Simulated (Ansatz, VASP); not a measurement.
**One calculation of TiSi2, two programs**

```
Ti Si
1.0
     0.00000    4.11752    4.26290
     2.38951    0.00000    4.26290
     2.38951    4.11752    0.00000
Ti Si
2 4
Direct
  0.75000 0.75000 0.75000
  0.50000 0.50000 0.50000
  0.41257 0.08743 0.41257
  0.08743 0.41257 0.08743
  0.16257 0.83743 0.16257
  0.83743 0.16257 0.83743
```

The cell is a database's computed one.

Alike in both runs: task band structure; functional PBE; k mesh 5 × 5 × 5; occupations fermi-dirac, width 0.05 eV; no spin polarisation.

|  | VASP | Ansatz |
| --- | --- | --- |
| version | VASP 6.6.1 | Ansatz 0.2.0 |
| potentials or method | VASP PAW PBE potentials, release 64 (Ti_pv, Si) | Ansatz PAW |
| plane-wave cutoff (eV) | 600 | 420 |
| valence electrons in the cell | 36 | 40 |

Ansatz gave:

* gap on the k mesh at the Fermi level (eV): none
* pressure (GPa): 2.1
* largest component of the traceless stress (GPa): 1.52
* rms of the force components (eV/Å): 0.016

Question: Which values does VASP return?

Answer: gap on the k mesh at the Fermi level (eV): none; pressure (GPa): 2.1; largest component of the traceless stress (GPa): 1.54; rms of the force components (eV/Å): 0.017.

Atom by atom the forces differ by 0.000 eV/Å (rms over components). A gap of «none» marks a metal or a gap that the smearing closes. The two sets of potentials don't hold the same shells in valence.
